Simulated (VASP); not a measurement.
# NaI (F-43m) in VASP: settings compared

Aim: see how the results for NaI move with the level of theory and the settings. Levels: PBEsol, HSE06. Tasks: single point.

All numbers are computed with VASP 6.6.1; they aren't measurements. Logs are shortened: lines on timing, memory, paths and dates and some standing lists are left out, and cuts for length are marked.

### Step 1. Starting point

It takes space group F-43m (No. 216, cubic). Conventional cell: a = 7.086 Å, b = 7.086 Å, c = 7.086 Å, α = 90.00°, β = 90.00°, γ = 90.00°. Around Na (site symmetry -43m) lie 4 I at 3.07 Å. Around I (site symmetry -43m) lie 4 Na at 3.07 Å.

The cell was built by a generator and needn't be a form met in nature.

### Step 2. Single point, PBEsol

File INCAR:

```
PREC = Accurate
ENCUT = 520
EDIFF = 1E-6
ISMEAR = 0
SIGMA = 0.01
LREAL = F
LASPH = T
NELM = 60
ALGO = Fast
ISIF = 2
LWAVE = F
LCHARG = F
GGA = PS
NBANDS = 14
```

File KPOINTS:

```
Automatic mesh
0
Gamma
  4 4 4
```

File POSCAR:

```
NaI
1.0
    0.0000000000      3.5431916648      3.5431916648
    3.5431916648      0.0000000000      3.5431916648
    3.5431916648      3.5431916648      0.0000000000
Na I
1 1
Direct
    0.0000000000      0.0000000000      0.0000000000
    0.2500000000      0.2500000000      0.2500000000
```

Potentials or basis: VASP PAW PBE potentials, release 64 (Na_pv, I).

Run with:

```sh
cat potpaw_PBE.64/Na_pv/POTCAR potpaw_PBE.64/I/POTCAR > POTCAR
mpirun -np 1 vasp_std > vasp.out
```

OUTCAR:

```text
PREC = Accurate
   ENCUT = 520
   EDIFF = 1E-6
   ISMEAR = 0
   LREAL = F
   LASPH = T
   NELM = 60
   ISIF = 2
   GGA = PS

 ion  position               nearest neighbor table
   1  0.000  0.000  0.000-   2 3.07   2 3.07   2 3.07   2 3.07
   2  0.250  0.250  0.250-   1 3.07   1 3.07   1 3.07   1 3.07

  LATTYP: Found a face centered cubic cell.
 ALAT       =     7.0863833296

  Lattice vectors:

 A1 = (   0.0000000000,   3.5431916648,   3.5431916648)
 A2 = (   3.5431916648,   0.0000000000,   3.5431916648)
 A3 = (   3.5431916648,   3.5431916648,   0.0000000000)

Analysis of symmetry for initial positions (statically):
=====================================================================
 Subroutine PRICEL returns:
 Original cell was already a primitive cell.

 Routine SETGRP: Setting up the symmetry group for a
 face centered cubic supercell.

 Subroutine GETGRP returns: Found 24 space group operations
 (whereof 24 operations were pure point group operations)
 out of a pool of 48 trial point group operations.

The static configuration has the point symmetry T_d .

Analysis of symmetry for dynamics (positions and initial velocities):
=====================================================================
 Subroutine PRICEL returns:
 Original cell was already a primitive cell.

 Routine SETGRP: Setting up the symmetry group for a
 face centered cubic supercell.

 Subroutine GETGRP returns: Found 24 space group operations
 (whereof 24 operations were pure point group operations)
 out of a pool of 48 trial point group operations.

The dynamic configuration has the point symmetry T_d .

 Subroutine INISYM returns: Found 24 space group operations
 (whereof 24 operations are pure point group operations),
 and found     1 'primitive' translations

----------------------------------------------------------------------------------------

                                     Primitive cell

  volume of cell :      88.9639

  direct lattice vectors                    reciprocal lattice vectors
     0.000000000  3.543191665  3.543191665    -0.141115708  0.141115708  0.141115708
     3.543191665  0.000000000  3.543191665     0.141115708 -0.141115708  0.141115708
     3.543191665  3.543191665  0.000000000     0.141115708  0.141115708 -0.141115708

  length of vectors
     5.010829706  5.010829706  5.010829706     0.244419576  0.244419576  0.244419576

  position of ions in fractional coordinates (direct lattice)
     0.000000000  0.000000000  0.000000000
     0.250000000  0.250000000  0.250000000

  ion indices of the primitive-cell ions
   primitive index   ion index
                 1           1
                 2           2

----------------------------------------------------------------------------------------

 KPOINTS: Automatic mesh

Automatic generation of k-mesh.
 Grid dimensions read from file:
 generate k-points for:    4    4    4

 Generating k-lattice:

  Cartesian coordinates                     Fractional coordinates (reciprocal lattice)
    -0.035278927  0.035278927  0.035278927     0.250000000  0.000000000  0.000000000
     0.035278927 -0.035278927  0.035278927     0.000000000  0.250000000  0.000000000
     0.035278927  0.035278927 -0.035278927     0.000000000  0.000000000  0.250000000

  Length of vectors
     0.061104894  0.061104894  0.061104894

  Shift w.r.t. Gamma in fractional coordinates (k-lattice)
     0.000000000  0.000000000  0.000000000

 Subroutine IBZKPT returns following result:
 ===========================================

 Found      8 irreducible k-points:

 Following reciprocal coordinates:
            Coordinates               Weight
  0.000000  0.000000  0.000000      1.000000
  0.250000  0.000000  0.000000      8.000000
  0.500000  0.000000  0.000000      4.000000
  0.250000  0.250000  0.000000      6.000000
  0.500000  0.250000  0.000000     24.000000
 -0.250000  0.250000  0.000000     12.000000
  0.500000  0.500000  0.000000      3.000000
 -0.250000  0.500000  0.250000      6.000000
   k-points           NKPTS =      8   k-points in BZ     NKDIM =      8   number of bands    NBANDS=     14
   number of dos      NEDOS =    301   number of ions     NIONS =      2
   total plane-waves  NPLWV =  64000
   dimension x,y,z NGX =    40 NGY =   40 NGZ =   40
   dimension x,y,z NGXF=    80 NGYF=   80 NGZF=   80
   ions per type =               1   1
   NGX,Y,Z   is equivalent  to a cutoff of  13.27, 13.27, 13.27 a.u.
   NGXF,Y,Z  is equivalent  to a cutoff of  26.54, 26.54, 26.54 a.u.
 SYSTEM =  unknown system
   PREC   = accura    normal or accurate (medium, high low for compatibility)
   ISTART =      0    job   : 0-new  1-cont  2-samecut
   ICHARG =      2    charge: 1-file 2-atom 10-const
   ISPIN  =      1    spin polarized calculation?
   LNONCOLLINEAR =      F non collinear calculations
   LSORBIT =      F    spin-orbit coupling
   LASPH  =      T    aspherical Exc in radial PAW
   ENCUT  =  520.0 eV  38.22 Ry    6.18 a.u.   9.32  9.32  9.32*2*pi/ulx,y,z
   NELM   =     60;   NELMIN=  2; NELMDL= -5     # of ELM steps
   EDIFF  = 0.1E-05   stopping-criterion for ELM
   LREAL  =      F    real-space projection
   EDIFFG = 0.1E-04   stopping-criterion for IOM
   NSW    =      0    number of steps for IOM
   IBRION =     -1    ionic relax: 0-MD 1-quasi-New 2-CG
   NFREE  =      0    steps in history (QN), initial steepest desc. (CG)
   ISIF   =      2    stress and relaxation
   ISYM   =      2    0-nonsym 1-usesym 2-fastsym
   POTIM  = 0.5000    time-step for ionic-motion
   TEBEG  =    0.0;   TEEND  =   0.0 temperature during run
   PSTRESS=    0.0 pullay stress
   NELECT =      14.0000    total number of electrons
   NUPDOWN=      -1.0000    fix difference up-down
   EMIN   =  10.00;   EMAX   =-10.00  energy-range for DOS
   EFERMI =   0.00;   METHOD = LEGACY
   ISMEAR =     0;   SIGMA  =   0.01  broadening in eV -4-tet -1-fermi 0-gaus
   EFERMI_NEDOS =   21; number of points for ismear=-14 and -15
   IALGO  =     68    algorithm
   IMIX   =      4    mixing-type and parameters
     AMIX     =   0.40;   BMIX     =  1.00
     AMIX_MAG =   1.60;   BMIX_MAG =  1.00
  volume/ion in A,a.u.               =      44.48       300.18
  Fermi-wavevector in a.u.,A,eV,Ry     =   0.883852  1.670238 10.628794  0.781194
  Thomas-Fermi vector in A             =   2.004674
   LORBIT       =      0    0 simple, 1 ext, 2 COOP (PROOUT), +10 PAW based schemes
   GGA     = PS    functional components
   LHFCALC =     F    Hartree Fock is set to
   AEXX    =    0.0000 exact exchange contribution
   IVDW    =     0    specifies the selected vdW correction
   LEPSILON=     F    determine dielectric tensor
   LRPA    =     F    only Hartree local field effects (RPA)
 non-spin polarized calculation
 RMM-DIIS sequential band-by-band and
 Gauss-broadening in eV      SIGMA  =   0.01
  energy-cutoff  :      520.00
  volume of cell :       88.96
 maximum number of plane-waves:      2421
 NGX is ok and might be reduce to    40
   NGX = 19   NGY = 19   NGZ = 19

 number of electron      14.0000001 magnetization

 Free energy of the ion-electron system (eV)
  ---------------------------------------------------
  ext. energy  EPLUGINS =         0.00000000
  ---------------------------------------------------
  free energy    TOTEN  =        -5.49428091 eV

  energy without entropy =       -5.49428091  energy(sigma->0) =       -5.49428091

 E-fermi :  -1.0909     XC(G=0):  -6.5767

 val. band max:       -1.1823212267   @ k =   0.0000   0.0000   0.0000
 cond. band min:       2.5425885517   @ k =   0.0000   0.0000   0.0000
 fundamental gap:      3.7249097784
 Fermi energy:        -1.0908508996

 k-point     1 :       0.0000    0.0000    0.0000
  band No.  band energies     occupation
      1     -23.1116      2.00000
      2     -23.1116      2.00000
      3     -23.1116      2.00000
      4     -11.6454      2.00000
      5      -1.1823      2.00000
      6      -1.1823      2.00000
      7      -1.1823      2.00000
      8       2.5426      0.00000
      9       6.6672      0.00000
     10       6.6672      0.00000
     11       6.6672      0.00000
     12       8.4598      0.00000
     13       8.4598      0.00000
     14       9.7413      0.00000

 k-point     2 :       0.2500    0.0000    0.0000
  band No.  band energies     occupation
      1     -23.1130      2.00000
      2     -23.1118      2.00000
      3     -23.1118      2.00000
      4     -11.5814      2.00000
      5      -1.8973      2.00000
      6      -1.2515      2.00000
      7      -1.2515      2.00000
      8       3.6085      0.00000
      9       6.1501      0.00000
     10       6.7782      0.00000
     11       6.7783      0.00000
     12       8.1691      0.00000
     13       8.1691      0.00000
     14       9.1161      0.00000

 k-point     3 :       0.5000    0.0000    0.0000
  band No.  band energies     occupation
      1     -23.1143      2.00000
      2     -23.1120      2.00000
      3     -23.1120      2.00000
      4     -11.5154      2.00000
      5      -2.4222      2.00000
      6      -1.3170      2.00000
      7      -1.3170      2.00000
      8       4.1628      0.00000
      9       6.4264      0.00000
     10       6.4289      0.00000
     11       6.4289      0.00000
     12       9.2748      0.00000
     13      10.0418      0.00000
     14      10.0433      0.00000
[... 52 lines left out ...]
 k-point     7 :       0.5000    0.5000    0.0000
  band No.  band energies     occupation
      1     -23.1145      2.00000
      2     -23.1124      2.00000
      3     -23.1124      2.00000
      4     -11.4733      2.00000
      5      -2.3280      2.00000
      6      -1.5854      2.00000
      7      -1.5854      2.00000
      8       3.9087      0.00000
      9       4.9665      0.00000
     10       7.7678      0.00000
     11       9.1777      0.00000
     12       9.1777      0.00000
     13      10.4024      0.00000
     14      10.5802      0.00000

 k-point     8 :      -0.2500    0.5000    0.2500
  band No.  band energies     occupation
      1     -23.1142      2.00000
      2     -23.1127      2.00000
      3     -23.1124      2.00000
      4     -11.4728      2.00000
      5      -2.0564      2.00000
      6      -1.9246      2.00000
      7      -1.6401      2.00000
      8       4.7954      0.00000
      9       6.0789      0.00000
     10       6.3282      0.00000
     11       6.6291      0.00000
     12       9.5326      0.00000
     13      10.0202      0.00000
     14      10.5836      0.00000

------------------------ aborting loop because EDIFF is reached ----------------------------------------

  FORCE on cell =-STRESS in cart. coord.  units (eV):
  Direction    XX          YY          ZZ          XY          YZ          ZX
  --------------------------------------------------------------------------------------
  -------------------------------------------------------------------------------------
  Total       -0.0523465     -0.0523465     -0.0523465      0.0000000     -0.0000000      0.0000000
  in kB       -0.9427231     -0.9427231     -0.9427231      0.0000000     -0.0000000      0.0000000
  external PRESSURE =      -0.9427231 kB  Pullay stress =       0.0000000 kB

 VOLUME and BASIS-vectors are now :
 -----------------------------------------------------------------------------
  energy-cutoff  :      520.00
  volume of cell :       88.96
      direct lattice vectors                 reciprocal lattice vectors
     0.000000000  3.543191665  3.543191665    -0.141115708  0.141115708  0.141115708
     3.543191665  0.000000000  3.543191665     0.141115708 -0.141115708  0.141115708
     3.543191665  3.543191665  0.000000000     0.141115708  0.141115708 -0.141115708

 POSITION                                       TOTAL-FORCE (eV/Angst)
 -----------------------------------------------------------------------------------
      0.00000      0.00000      0.00000         0.000000      0.000000     -0.000000
      1.77160      1.77160      1.77160        -0.000000     -0.000000      0.000000
 -----------------------------------------------------------------------------------
    total drift:                               -0.000000     -0.000000     -0.000000

  FREE ENERGIE OF THE ION-ELECTRON SYSTEM (eV)
  ---------------------------------------------------
  free  energy   TOTEN  =        -5.4942809144 eV

  energy  without entropy=       -5.4942809144  energy(sigma->0) =       -5.49428091
```

Run time: 21 s. Hardware: 1 thread of AMD EPYC 7R43 (Zen 3), shared host; peak memory 0.18 GiB.

Results:

| Quantity | Value |
| --- | --- |
| Free energy | -5.4943 eV |
| Pressure | -0.1 GPa |
| Band gap on the k mesh | 3.72 eV, direct |

Caveat: the PAW data sets were made with another functional, which shifts forces and pressure a little; spin-orbit coupling is left out, which moves the levels of the heavy elements. As with any semilocal functional, this PBEsol gap is likely too small.

### Step 3. Single point, HSE06

POSCAR is that of step 2.

File INCAR.step1:

```
PREC = Accurate
ENCUT = 520
EDIFF = 1E-5
ISMEAR = 0
SIGMA = 0.01
LREAL = F
LASPH = T
NELM = 100
ALGO = Normal
ISIF = 2
LWAVE = T
LCHARG = F
NBANDS = 14
GGA = PE
```

File INCAR.step2:

```
PREC = Accurate
ENCUT = 520
EDIFF = 1E-6
ISMEAR = 0
SIGMA = 0.01
LREAL = F
LASPH = T
NELM = 100
ALGO = Normal
ISIF = 2
LWAVE = F
LCHARG = F
GGA = PE
LHFCALC = T
HFSCREEN = 0.2079
PRECFOCK = Normal
NBANDS = 14
ISTART = 1
```

KPOINTS is that of step 2.

Potentials or basis: VASP PAW PBE potentials, release 64 (Na_pv, I).

Run with:

```sh
cat potpaw_PBE.64/Na_pv/POTCAR potpaw_PBE.64/I/POTCAR > POTCAR
cp INCAR.step1 INCAR
mpirun -np 1 vasp_std > vasp.out
cp INCAR.step2 INCAR
mpirun -np 1 vasp_std > vasp.out
```

OUTCAR:

```text
PREC = Accurate
   ENCUT = 520
   EDIFF = 1E-6
   ISMEAR = 0
   LREAL = F
   LASPH = T
   NELM = 100
   ISIF = 2
   GGA = PE
   LHFCALC = T
   HFSCREEN = 0.2079
   PRECFOCK = Normal
   ISTART = 1

 ion  position               nearest neighbor table
   1  0.000  0.000  0.000-   2 3.07   2 3.07   2 3.07   2 3.07
   2  0.250  0.250  0.250-   1 3.07   1 3.07   1 3.07   1 3.07

  LATTYP: Found a face centered cubic cell.
 ALAT       =     7.0863833296

  Lattice vectors:

 A1 = (   0.0000000000,   3.5431916648,   3.5431916648)
 A2 = (   3.5431916648,   0.0000000000,   3.5431916648)
 A3 = (   3.5431916648,   3.5431916648,   0.0000000000)

Analysis of symmetry for initial positions (statically):
=====================================================================
 Subroutine PRICEL returns:
 Original cell was already a primitive cell.

 Routine SETGRP: Setting up the symmetry group for a
 face centered cubic supercell.

[... 167 lines left out ...]
  band No.  band energies     occupation
      1     -26.2505      2.00000
      2     -26.2505      2.00000
      3     -26.2505      2.00000
      4     -13.1664      2.00000
      5      -1.8492      2.00000
      6      -1.8492      2.00000
      7      -1.8492      2.00000
      8       2.9487      0.00000
      9       7.1616      0.00000
     10       7.1616      0.00000
     11       7.1616      0.00000
     12       8.9989      0.00000
     13       8.9989      0.00000
     14      10.3166      0.00000
[... 105 lines left out ...]
      1     -26.2531      2.00000
      2     -26.2517      2.00000
      3     -26.2514      2.00000
      4     -12.9701      2.00000
      5      -2.7548      2.00000
      6      -2.6241      2.00000
      7      -2.3240      2.00000
      8       5.1673      0.00000
      9       6.6038      0.00000
     10       6.7673      0.00000
     11       7.1358      0.00000
     12      10.1783      0.00000
     13      10.6180      0.00000
     14      11.2357      0.00000

------------------------ aborting loop because EDIFF is reached ----------------------------------------

  FORCE on cell =-STRESS in cart. coord.  units (eV):
  Direction    XX          YY          ZZ          XY          YZ          ZX
  --------------------------------------------------------------------------------------
  -------------------------------------------------------------------------------------
  Total        0.1090755      0.1090755      0.1090755     -0.0000000     -0.0000000     -0.0000000
  in kB        1.9643726      1.9643726      1.9643726     -0.0000000     -0.0000000     -0.0000000
  external PRESSURE =       1.9643726 kB  Pullay stress =       0.0000000 kB

 VOLUME and BASIS-vectors are now :
 -----------------------------------------------------------------------------
  energy-cutoff  :      520.00
  volume of cell :       88.96
      direct lattice vectors                 reciprocal lattice vectors
     0.000000000  3.543191665  3.543191665    -0.141115708  0.141115708  0.141115708
     3.543191665  0.000000000  3.543191665     0.141115708 -0.141115708  0.141115708
     3.543191665  3.543191665  0.000000000     0.141115708  0.141115708 -0.141115708

 POSITION                                       TOTAL-FORCE (eV/Angst)
 -----------------------------------------------------------------------------------
      0.00000      0.00000      0.00000         0.000000      0.000000      0.000000
      1.77160      1.77160      1.77160        -0.000000     -0.000000     -0.000000
 -----------------------------------------------------------------------------------
    total drift:                                0.000003      0.000001      0.000002

  FREE ENERGIE OF THE ION-ELECTRON SYSTEM (eV)
  ---------------------------------------------------
  free  energy   TOTEN  =        -6.1520932971 eV

  energy  without entropy=       -6.1520932971  energy(sigma->0) =       -6.15209330
```

OSZICAR.step1:

```text
N       E                     dE             d eps       ncg     rms          rms(c)
DAV:   1     0.849545525775E+02    0.84955E+02   -0.62013E+03   224   0.826E+02
DAV:   2     0.208285967574E+01   -0.82872E+02   -0.76324E+02   230   0.202E+02
DAV:   3    -0.518711732046E+01   -0.72700E+01   -0.72372E+01   296   0.606E+01
DAV:   4    -0.538598845574E+01   -0.19887E+00   -0.19882E+00   306   0.109E+01
DAV:   5    -0.538828737045E+01   -0.22989E-02   -0.22989E-02   306   0.110E+00    0.164E+00
DAV:   6    -0.528751671763E+01    0.10077E+00   -0.13030E-01   248   0.169E+00    0.113E+00
DAV:   7    -0.527938715958E+01    0.81296E-02   -0.10409E-01   260   0.138E+00    0.714E-01
DAV:   8    -0.528891154139E+01   -0.95244E-02   -0.10526E-02   254   0.663E-01    0.218E-01
DAV:   9    -0.528873367719E+01    0.17786E-03   -0.23644E-04   278   0.135E-01    0.671E-02
DAV:  10    -0.528911385708E+01   -0.38018E-03   -0.45220E-04   248   0.128E-01    0.184E-02
DAV:  11    -0.528913316762E+01   -0.19311E-04   -0.44233E-05   272   0.522E-02    0.502E-03
DAV:  12    -0.528913556079E+01   -0.23932E-05   -0.35136E-06   258   0.106E-02
   1 F= -.52891356E+01 E0= -.52891356E+01  d E =-.642551E-18
```

Wall time 6.9 min (1 thread of AMD EPYC 7R43 (Zen 3), shared host); peak memory 0.3 GiB.

Results:

* Free energy: -6.1521 eV
* Pressure: 0.2 GPa
* Band gap on the k mesh: 4.80 eV, direct

Caveat: the PAW data sets were made with another functional, which shifts forces and pressure a little; spin-orbit coupling is left out, which moves the levels of the heavy elements.

### Step 4. Single point, HSE06

POSCAR is that of step 3.

File INCAR.step1:

```
SYSTEM = NaI
PREC = Accurate ; ENCUT = 520
EDIFF = 1E-5 ; ISMEAR = 0
SIGMA = 0.01 ; LREAL = .FALSE.
LASPH = .TRUE. ; NELM = 80
ALGO = Normal ; ISIF = 2
LWAVE = .TRUE. ; GGA = PE
NBANDS = 14
```

File INCAR.step2:

```
SYSTEM = NaI
PREC = Accurate ; ENCUT = 520
EDIFF = 1E-7 ; ISMEAR = 0
SIGMA = 0.01 ; LREAL = .FALSE.
LASPH = .TRUE. ; NELM = 80
ALGO = Normal ; ISIF = 2
LWAVE = .FALSE. ; LCHARG = .TRUE.
GGA = PE ; LHFCALC = .TRUE.
HFSCREEN = 0.2079 ; PRECFOCK = Normal
LELF = .TRUE. ; LVHAR = .TRUE.
ISTART = 1 ; NBANDS = 14
```

File KPOINTS:

```
Automatic mesh
0
G
  4 4 4
  0 0 0
```

Run with:

```sh
cat potpaw_PBE.64/Na_pv/POTCAR potpaw_PBE.64/I/POTCAR > POTCAR
cp INCAR.step1 INCAR
mpirun -np 1 vasp_std > vasp.out
cp INCAR.step2 INCAR
mpirun -np 1 vasp_std > vasp.out
```

It took 14 min on 1 thread of AMD EPYC 7R43 (Zen 3), shared host; peak memory 0.3 GiB.

The run converged. Its results:

```
Free energy            : -6.1521 eV
Pressure               : 0.2 GPa
Band gap on the k mesh : 4.80 eV, direct
```

Levels at points of the mesh, in eV from the valence-band top:
```tsv
k point	band 4	band 5	band 6	band 7	band 8	band 9	band 10	band 11
(0.00, 0.00, 0.00)	-11.32	0.00	0.00	0.00	4.80	9.01	9.01	9.01
(0.50, 0.00, 0.00)	-11.17	-1.29	-0.14	-0.14	6.45	8.74	8.74	8.74
(0.50, 0.50, 0.00)	-11.12	-1.19	-0.43	-0.43	6.12	7.24	10.19	11.63
```

Caveat: the PAW data sets were made with another functional, which shifts forces and pressure a little; spin-orbit coupling is left out, which moves the levels of the heavy elements.
